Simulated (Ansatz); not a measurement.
# Cd: the cost of one run

Program: Ansatz 0.2.0. Level of theory: DFT PBE, scalar-relativistic. These are calculated values, not measurements.

## Step 1: Starting point

Symmetry: P6_3/mmc, No. 194, hexagonal system. Conventional cell: a = 2.979 Å, b = 2.979 Å, c = 5.618 Å, α = 90.00°, β = 90.00°, γ = 120.00°. Cd (site symmetry -6m2) has 12 Cd at 2.98 to 3.29 Å as nearest neighbours.

Coordinates:

```xyz
2
Lattice="2.9789 0.0000 0.0000 -1.4894 2.5798 0.0000 0.0000 0.0000 5.6177" Properties=species:S:1:pos:R:3 pbc="T T T"
Cd    0.0000    1.7199    1.4044
Cd    1.4894    0.8599    4.2132
```

The cell is a deposited one (Crystallography Open Database entry 9008490); the temperature and pressure of the measurement aren't taken into account, and nothing was relaxed.

Atoms are numbered in the order of the input: Cd1, Cd2.

## Step 2: LAPW, all electrons

input.yaml reads:

```yaml
crystal:
  lattice:
    - [2.9788725081, 0.0, 0.0]
    - [-1.489436254, 2.5797792666, 0.0]
    - [0.0, 0.0, 5.61765]
  atoms:
    - { symbol: Cd, position: [0.3333333333, 0.6666666667, 0.25] }
    - { symbol: Cd, position: [0.6666666667, 0.3333333333, 0.75] }
kpoints:
  mp_grid: { grid: [16, 16, 7] }
  band_path:
    path:
      - [0.0, 0.0, 0.0]
      - [0.5, 0.0, 0.0]
      - [0.3333333333, 0.3333333333, 0.0]
      - [0.0, 0.0, 0.0]
      - [0.0, 0.0, 0.5]
      - [0.5, 0.0, 0.5]
      - [0.3333333333, 0.3333333333, 0.5]
      - [0.0, 0.0, 0.5]
      - [0.5, 0.0, 0.5]
    npoints: 14
scf:
  occupations: { method: fermi_dirac, width: 0.05 }
hamiltonian:
  xc: pbe
  pseudopotentials: { kind: all_electron, lapw: { basis_error: 0.001 } }
output:
  forces: true
  stress: true
  eigenvalues: true
  populations: true
  dos: { projected: true, de: 0.2, e_range: [-14, 8] }
```

Run with:

```
$ ansatz run input.yaml --threads 1 --pin off --max-ram 2048MiB --backend cpu --events-out ev --progress --plain --runs-dir out
```

**Question.** How long does this run take on 1 thread of Arm Neoverse V1, shared host?

About 33 s.
